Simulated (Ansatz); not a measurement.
`[SiH3]/C=C\CCl` + acetic acid → `CC(=O)O[SiH3]` + `C=CCCl` at 500 K and 1 bar (ligand exchange at the Si–C bond).

Calculated with Ansatz (gas phase, PBE0-D4/def2-TZVP geometries, no zero-point term in ΔE). CCSD(T)/CBS adds triple-zeta CCSD(T) − MP2 to the extrapolated MP2 energy (def2 sets, frozen cores). Each species was taken in one conformer, which may not be the lowest.

| species | CCSD(T)/CBS energy (Eh) | H − E (kJ/mol) | S (J/(mol·K)) |
| --- | --- | --- | --- |
| `[SiH3]/C=C\CCl` | -867.19875 | 276.4 | 424.7 |
| `CC(=O)O` | -228.87529 | 193.9 | 329.7 |
| `CC(=O)O[SiH3]` | -519.18600 | 247.8 | 400.4 |
| `C=CCCl` | -576.92074 | 221.4 | 342.9 |

H − E and S are ideal-gas, rigid-rotor, harmonic terms from PBE0-D4/def2-TZVP, for one conformer and one mirror image of each species. 1 Eh = 2625.50 kJ/mol, R = 8.31446 J/(mol·K).

Q: By hand: ΔE, ΔH, ΔS and ΔG.

A: ΔE = (-519.18600) + (-576.92074) − (-867.19875) − (-228.87529) = -0.03270 Eh = -85.9 kJ/mol. Δ(H − E) = 247.8 + 221.4 − 276.4 − 193.9 = -1.1, so ΔH = -87.0 kJ/mol. ΔS = 400.4 + 342.9 − 424.7 − 329.7 = -11.1 J/(mol·K). ΔG = -87.0 − 500 × (-11.1)/1000 = -81.5 kJ/mol.

Q: By hand: the equilibrium constant, and the temperature at which ΔG would vanish if ΔH and ΔS stayed fixed.

A: log₁₀ K = −ΔG/(RT ln 10) = 8.5. ΔG = 0 at ΔH/ΔS = 7838 K, far beyond where these terms or the molecules hold.

The number of gas molecules stays the same, so ΔS is small and ΔH decides. A doubt of 5 kJ/mol in ΔE shifts log₁₀ K by 0.5 here. Other conformers and mirror images would add mixing entropy, several J/(mol·K) or more a flexible species. Modes under 60 cm⁻¹, often nearly free rotors, make the harmonic entropy too high. These are equilibria of isolated gas molecules and say nothing of rates. Largest T1 diagnostic: 0.015 (customary marks: 0.02 for closed shells, 0.045 for open ones).
